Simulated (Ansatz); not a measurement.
## Tl (simple cubic): energy against volume

Level of theory: Ansatz, DFT, revPBE, plane waves (420 eV) with PAW, scalar-relativistic. The PAW files were generated under PBE, with cores re-solved for the functional.

The cell is scaled uniformly from the relaxed one, with fractional coordinates and shape fixed. Energies are extrapolated to zero smearing, pressures are those at the given smearing. Magnetic state: spin not included.

A Birch-Murnaghan fit gives V₀ = 36.25 Å³/atom, B₀ = 18.0 GPa, B₀′ = 5.4.

Problem. What are the energy above the minimum and the pressure at 31.914 Å³/atom?

Solution. 38.1 meV/atom and 3.27 GPa as computed.

Problem. What are the energy above the minimum and the pressure at 33.365 Å³/atom?

Solution. 15.4 meV/atom and 1.91 GPa as computed.

Problem. What are the energy above the minimum and the pressure at 39.167 Å³/atom?

Solution. 11.2 meV/atom and -1.08 GPa as computed.
